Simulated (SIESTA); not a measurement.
# CdSe (Cadmoselite) (P6_3mc) in SIESTA: settings compared, part 2 of 2

SIESTA 5.4.2. Earlier steps stand in the parts before.

### 3 Band structure, revPBE

The input, CdSe.fdf:

```
SystemName                      Cadmoselite
SystemLabel                     CdSe
NumberOfSpecies                 2
NumberOfAtoms                   4
%block ChemicalSpeciesLabel
  1  48 Cd
  2  34 Se
%endblock ChemicalSpeciesLabel

LatticeConstant                 1.0 Ang
%block LatticeVectors
     4.3000000000     0.0000000000     0.0000000000
    -2.1500000000     3.7239092363     0.0000000000
     0.0000000000     0.0000000000     7.0200000000
%endblock LatticeVectors
AtomicCoordinatesFormat         Fractional
%block AtomicCoordinatesAndAtomicSpecies
     0.6666666667     0.3333333333     0.5000000000  1  Cd
     0.3333333333     0.6666666667     0.0000000000  1  Cd
     0.6666666667     0.3333333333     0.8850000000  2  Se
     0.3333333333     0.6666666667     0.3850000000  2  Se
%endblock AtomicCoordinatesAndAtomicSpecies

%block kgrid.MonkhorstPack
    7   0   0  0.0
    0   7   0  0.0
    0   0   4  0.0
%endblock kgrid.MonkhorstPack
XC.Functional                   GGA
XC.Authors                      revPBE
PAO.BasisSize                   DZP
PAO.EnergyShift                 0.003 Ry
Mesh.Cutoff                     800 Ry
OccupationFunction              FD
ElectronicTemperature           0.05 eV
MaxSCFIterations                120
SCF.MustConverge                false
SCF.Mixer.Method                Pulay
SCF.Mixer.Weight                0.25
SCF.Mixer.History               8
SCF.DM.Tolerance                5.0e-05
SCF.H.Tolerance                 1.0e-03 eV
WriteForces                     true
Charge.Mulliken                 end
BandLinesScale                  ReciprocalLatticeVectors
%block BandLines
    1    0.000000   0.000000   0.000000  \Gamma
   11    0.500000   0.000000   0.000000  M
    7    0.333333   0.333333   0.000000  K
   13    0.000000   0.000000   0.000000  \Gamma
    6    0.000000   0.000000   0.500000  A
   11    0.500000   0.000000   0.500000  L
    7    0.333333   0.333333   0.500000  H
   13    0.000000   0.000000   0.500000  A
    1    0.500000   0.000000   0.500000  L
    6    0.500000   0.000000   0.000000  M
    1    0.333333   0.333333   0.000000  K
    6    0.333333   0.333333   0.500000  H
%endblock BandLines
%block PAO.Basis
  Cd 5
  n=4 0 2
    2.625 0.000
  n=5 0 2
    7.610 0.000
  n=4 1 2
    2.973 0.000
  n=5 1 1
    7.610
  n=4 2 2
    4.566 0.000
  Se 4
  n=4 0 2
    5.139 0.000
  n=4 1 2
    6.762 0.000
  n=3 2 2
    2.657 0.000
  n=4 2 1
    6.762
%endblock PAO.Basis
```

Potentials or basis: PseudoDojo 0.4 standard (PBE files), DZP (energy shift 0.003 Ry; two zetas on semicore shells).

On the command line:

```
$ siesta < CdSe.fdf > CdSe.out 2>&1
```

CdSe.out:

```text
Version         : 5.4.2

[... 6 lines left out ...]
 NOTE: Please see the manual for full details and compatibility measures.

reinit: Reading from standard input
reinit: Dumping input in INPUT_TMP.71675
************************** Dump of input data file ****************************
SystemName                      Cadmoselite
SystemLabel                     CdSe
NumberOfSpecies                 2
NumberOfAtoms                   4
%block ChemicalSpeciesLabel
  1  48 Cd
  2  34 Se
%endblock ChemicalSpeciesLabel
LatticeConstant                 1.0 Ang
%block LatticeVectors
     4.3000000000     0.0000000000     0.0000000000
    -2.1500000000     3.7239092363     0.0000000000
     0.0000000000     0.0000000000     7.0200000000
%endblock LatticeVectors
AtomicCoordinatesFormat         Fractional
%block AtomicCoordinatesAndAtomicSpecies
     0.6666666667     0.3333333333     0.5000000000  1  Cd
     0.3333333333     0.6666666667     0.0000000000  1  Cd
     0.6666666667     0.3333333333     0.8850000000  2  Se
     0.3333333333     0.6666666667     0.3850000000  2  Se
%endblock AtomicCoordinatesAndAtomicSpecies
%block kgrid.MonkhorstPack
    7   0   0  0.0
    0   7   0  0.0
    0   0   4  0.0
%endblock kgrid.MonkhorstPack
XC.Functional                   GGA
XC.Authors                      revPBE
PAO.BasisSize                   DZP
PAO.EnergyShift                 0.003 Ry
Mesh.Cutoff                     800 Ry
OccupationFunction              FD
ElectronicTemperature           0.05 eV
MaxSCFIterations                120
SCF.MustConverge                false
SCF.Mixer.Method                Pulay
[... 757 lines left out ...]
siesta:         Fermi =      -4.086642

siesta: Atomic forces (eV/Ang):
siesta:      1    0.000015   -0.000009    0.326248
siesta:      2   -0.000015    0.000009    0.326248
siesta:      3    0.000010   -0.000005   -0.327008
siesta:      4   -0.000010    0.000005   -0.327008
siesta: ----------------------------------------
siesta:    Tot    0.000000    0.000000   -0.001520

siesta: Stress tensor (static) (eV/Ang**3):
siesta:    -0.035049    0.000043    0.000000
siesta:     0.000043   -0.034999    0.000000
siesta:     0.000000    0.000000   -0.017779

siesta: Cell volume =        112.409924 Ang**3

siesta: Pressure (static):
siesta:                Solid            Molecule  Units
siesta:           0.00031885          0.00037587  Ry/Bohr**3
siesta:           0.02927565          0.03451091  eV/Ang**3
siesta:          46.90475772         55.29257021  kBar

Basis Enthalpy Calculation:
    Basis Pressure for species 1(Cd) :      0.2000000 GPa
    Basis Pressure for species 2(Se) :      0.2000000 GPa

    Orbital volume contribution        =           3.238075 eV
    (Free)E + p_basis*V_orbitals       =      -16141.070697 eV
    (Free)Eharris+ p_basis*V_orbitals  =      -16141.070697 eV

mulliken: Atomic and Orbital Populations:

Species: Cd
Atom  Qatom  Qorb
               4s      4s      5s      5s      4py     4pz     4px     4py
               4pz     4px     5py     5pz     5px     4dxy    4dyz    4dz2
               4dxz    4dx2-y2 4dxy    4dyz    4dz2    4dxz    4dx2-y2
   1 19.679   1.965   0.015   0.551   0.120   1.967   1.967   1.967   0.041
              0.040   0.041   0.369   0.350   0.369   1.938   1.923   1.940

              1.923   1.938   0.045   0.058   0.047   0.058   0.045
   2 19.679   1.965   0.015   0.551   0.120   1.967   1.967   1.967   0.041
              0.040   0.041   0.369   0.350   0.369   1.938   1.923   1.940

              1.923   1.938   0.045   0.058   0.047   0.058   0.045

Species: Se
Atom  Qatom  Qorb
               4s      4s      4py     4pz     4px     4py     4pz     4px
               3dxy    3dyz    3dz2    3dxz    3dx2-y2 3dxy    3dyz    3dz2
               3dxz    3dx2-y2 4dxy    4dyz    4dz2    4dxz    4dx2-y2
   3 16.321   1.717   0.074   1.261   1.372   1.261   0.187   0.123   0.187
              1.998   1.998   1.998   1.998   1.998   0.003   0.003   0.004

              0.003   0.003   0.027   0.022   0.034   0.022   0.027
   4 16.321   1.717   0.074   1.261   1.372   1.261   0.187   0.123   0.187
              1.998   1.998   1.998   1.998   1.998   0.003   0.003   0.004

              0.003   0.003   0.027   0.022   0.034   0.022   0.027

mulliken: Qtot =       72.000

Mulliken Atomic Populations:
Atom #   charge [q] valence [e]  Species
     1     0.320504   19.679496  Cd
     2     0.320504   19.679496  Cd
     3    -0.320504   16.320504  Se
     4    -0.320504   16.320504  Se
 Total    -0.000000

Job completed
```

It took 37 s on 1 thread of Arm Neoverse V2, shared host; peak memory 0.34 GiB.

What came out:

- Free energy: -16144.3088 eV
- Pressure: 4.7 GPa
- Largest force: 0.327 eV/Å
- Band gap on the k mesh: 1.03 eV, direct
- Band gap along the path: 1.03 eV, direct

Forces in eV/Å, atoms in the order of the input:
```
Cd   0.000  0.000  0.326
Cd   0.000  0.000  0.326
Se   0.000  0.000 -0.327
Se   0.000  0.000 -0.327
```

Stress tensor (GPa, compression positive):
```
 5.62 -0.01  0.00
-0.01  5.61  0.00
 0.00  0.00  2.85
```

Levels at the corners of the path, in eV from the valence-band top:
| point | band 32 | band 33 | band 34 | band 35 | band 36 | band 37 | band 38 | band 39 | band 40 | band 41 |
| --- | --- | --- | --- | --- | --- | --- | --- | --- | --- | --- |
| Γ | -0.73 | -0.73 | -0.02 | -0.02 | 0.00 | 1.03 | 2.48 | 6.45 | 6.45 | 6.82 |
| M | -3.73 | -2.55 | -1.87 | -1.22 | -0.85 | 3.60 | 3.75 | 5.18 | 6.48 | 7.28 |
| K | -3.85 | -3.07 | -1.78 | -1.78 | -1.77 | 4.91 | 5.07 | 5.07 | 7.47 | 7.50 |
| Γ | -0.73 | -0.73 | -0.02 | -0.02 | 0.00 | 1.03 | 2.48 | 6.45 | 6.45 | 6.82 |
| A | -2.54 | -0.39 | -0.39 | -0.39 | -0.39 | 2.70 | 2.70 | 6.31 | 6.31 | 6.86 |
| L | -4.25 | -1.40 | -1.40 | -1.29 | -1.29 | 3.36 | 3.36 | 5.27 | 5.27 | 8.34 |
| H | -4.14 | -2.48 | -2.48 | -1.07 | -1.07 | 4.23 | 4.23 | 6.28 | 6.28 | 6.58 |
| A | -2.54 | -0.39 | -0.39 | -0.39 | -0.39 | 2.70 | 2.70 | 6.31 | 6.31 | 6.86 |
| L | -4.25 | -1.40 | -1.40 | -1.29 | -1.29 | 3.36 | 3.36 | 5.27 | 5.27 | 8.34 |
| M | -3.73 | -2.55 | -1.87 | -1.22 | -0.85 | 3.60 | 3.75 | 5.18 | 6.48 | 7.28 |
| K | -3.85 | -3.07 | -1.78 | -1.78 | -1.77 | 4.91 | 5.07 | 5.07 | 7.47 | 7.50 |
| H | -4.14 | -2.48 | -2.48 | -1.07 | -1.07 | 4.23 | 4.23 | 6.28 | 6.28 | 6.58 |

Caveat: the potentials were made for another functional, which shifts forces and pressure; the basis of atomic orbitals isn't converged, which shifts pressures, moduli and gaps.

### 4 Band structure, RPBE

CdSe.fdf: that of step 3 with these lines changed.

```diff
@@ -29,3 +29,3 @@
 XC.Functional                   GGA
-XC.Authors                      revPBE
+XC.Authors                      RPBE
 PAO.BasisSize                   DZP
@@ -64,7 +64,7 @@
   n=5 0 2
-    7.610 0.000
+    7.656 0.000
   n=4 1 2
-    2.973 0.000
+    2.967 0.000
   n=5 1 1
-    7.610
+    7.656
   n=4 2 2
@@ -73,5 +73,5 @@
   n=4 0 2
-    5.139 0.000
+    5.149 0.000
   n=4 1 2
-    6.762 0.000
+    6.803 0.000
   n=3 2 2
@@ -79,3 +79,3 @@
   n=4 2 1
-    6.762
+    6.803
 %endblock PAO.Basis
```

On the command line:

```
$ siesta < CdSe.fdf > CdSe.out 2>&1
```

Run time: 40 s. Hardware: 1 thread of Arm Neoverse V2, shared host; peak memory 0.35 GiB.

Results (log left out):

- Free energy: -16145.7906 eV
- Pressure: 5.2 GPa
- Largest force: 0.331 eV/Å
- Band gap on the k mesh: 1.08 eV, direct
- Band gap along the path: 1.08 eV, direct

Forces on the atoms (eV/Å):
```
Cd   0.000  0.000  0.329
Cd   0.000  0.000  0.329
Se   0.000  0.000 -0.331
Se   0.000  0.000 -0.331
```

Stress tensor (GPa, compression positive):
```
 6.11 -0.01  0.00
-0.01  6.10  0.00
 0.00  0.00  3.28
```

Levels at the corners of the path, in eV from the valence-band top:
```
point  band 32  band 33  band 34  band 35  band 36  band 37  band 38  band 39  band 40  band 41
    Γ    -0.73    -0.73    -0.02    -0.02     0.00     1.08     2.52     6.48     6.48     6.87
    M    -3.72    -2.55    -1.87    -1.21    -0.85     3.63     3.79     5.22     6.51     7.32
    K    -3.84    -3.06    -1.78    -1.78    -1.77     4.95     5.10     5.10     7.50     7.54
    Γ    -0.73    -0.73    -0.02    -0.02     0.00     1.08     2.52     6.48     6.48     6.87
    A    -2.53    -0.39    -0.39    -0.39    -0.39     2.74     2.74     6.34     6.34     6.90
    L    -4.24    -1.40    -1.40    -1.29    -1.29     3.40     3.40     5.30     5.30     8.37
    H    -4.13    -2.47    -2.47    -1.07    -1.07     4.26     4.26     6.31     6.31     6.61
    A    -2.53    -0.39    -0.39    -0.39    -0.39     2.74     2.74     6.34     6.34     6.90
    L    -4.24    -1.40    -1.40    -1.29    -1.29     3.40     3.40     5.30     5.30     8.37
    M    -3.72    -2.55    -1.87    -1.21    -0.85     3.63     3.79     5.22     6.51     7.32
    K    -3.84    -3.06    -1.78    -1.78    -1.77     4.95     5.10     5.10     7.50     7.54
    H    -4.13    -2.47    -2.47    -1.07    -1.07     4.26     4.26     6.31     6.31     6.61
```

Caveat: the potentials were made for another functional, which shifts forces and pressure; the basis of atomic orbitals isn't converged, which shifts pressures, moduli and gaps.

### 5 Summary

| level | gap on the mesh (eV) | pressure (GPa) | largest force (eV/Å) |
| --- | --- | --- | --- |
| PW91 | 0.89 | 2.9 | 0.32 |
| revPBE | 1.03 | 4.7 | 0.33 |
| RPBE | 1.08 | 5.2 | 0.33 |

Alike in all rows: task band structure; potentials or basis PseudoDojo 0.4 standard (PBE files), DZP (energy shift 0.003 Ry; two zetas on semicore shells); no spin polarisation; cell as given; k mesh 7 × 7 × 4; smearing fermi-dirac 0.05 eV; grid cutoff 800 Ry; energy shift 0.003 Ry.

Caveats: the potentials were made for another functional, which shifts forces and pressure; the basis of atomic orbitals isn't converged, which shifts pressures, moduli and gaps.

Absolute energies hang on the potentials; compare differences alone.

### 6 How close it comes

Step 2. A measured gap of CdSe is 1.841 eV (2 K; a printed reference work, data compilation); the calculated 0.89 eV misses it by -0.96 eV. Spin-orbit coupling on Cd, Se is left out. The value is that of PW91 in an atomic basis (PseudoDojo 0.4 standard (PBE files), DZP (energy shift 0.003 Ry; two zetas on semicore shells)), whose error adds to the functional's,, without temperature or zero-point motion. Semilocal functionals fall short of measured gaps as a rule.

Step 3. Against the measured gap of CdSe, 1.841 eV (2 K; a printed reference work, data compilation), the calculated 1.03 eV is off by -0.81 eV. Spin-orbit coupling on Cd, Se is left out. The value is that of revPBE in an atomic basis (PseudoDojo 0.4 standard (PBE files), DZP (energy shift 0.003 Ry; two zetas on semicore shells)), whose error adds to the functional's,, without temperature or zero-point motion. Semilocal functionals fall short of measured gaps as a rule.

Step 4. Measured gap of CdSe: 1.841 eV (2 K; a printed reference work, data compilation). This calculation gives 1.08 eV (-0.76 eV). Spin-orbit coupling on Cd, Se is left out. The value is that of RPBE in an atomic basis (PseudoDojo 0.4 standard (PBE files), DZP (energy shift 0.003 Ry; two zetas on semicore shells)), whose error adds to the functional's,, without temperature or zero-point motion. Semilocal functionals fall short of measured gaps as a rule.
